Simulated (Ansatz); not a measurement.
# P: what symmetry allows forces and stress to be

```
CELL_PARAMETERS angstrom
1.72573 0.99635 3.12968
-1.72573 0.99635 3.12968
0.00000 -1.99270 3.12968
ATOMIC_POSITIONS crystal
P 0.23187 0.23187 0.23187
P 0.77292 0.77292 0.77292
```

Theory: DFT PBE, scalar-relativistic, plane waves, PAW in Ansatz.

Settings: cutoff 420 eV, Γ-centred mesh 12×12×12 on the computed 2-atom cell, Gaussian smearing of 0.10 eV; no spin polarisation.

This distorted cell has space group R-3m, with 12 operations.

Problem. Without a calculation: in which directions can each atom feel a force?

Solution. A force must be left unchanged by every operation that keeps its atom in place, so it lies in the space that those operations leave fixed. Atoms that the group maps onto each other feel forces of one size.
| atom | site symmetry | operations at the site | equivalent to atom | allowed force (Cartesian) |
| --- | --- | --- | --- | --- |
| P1 | 3m | 6 | 1 | along (0.00, 0.00, 1.00) |
| P2 | 3m | 6 | 1 | along (0.00, 0.00, 1.00) |

That leaves 1 independent force component of 6. A relaxation in this cell that keeps the symmetry moves the atoms in these directions alone.

Problem. And the stress tensor?

Solution. It must be invariant under the point group, which leaves 2 independent components: yz, xz, xy vanish; xx = yy.

Problem. Do the computed values obey this?

Solution. Yes. Forces (eV/Å):
```
P1   0.000  0.000 -0.118
P2   0.000  0.000  0.118
```

Stress (GPa, compression positive, xx yy zz yz xz xy): 0.82 0.82 -1.00 0.00 0.00 0.00. The program imposes the same operations on density, forces and stress, so this confirms the analysis and is no independent test of the calculation.

This form isn't the element's structure at ambient conditions.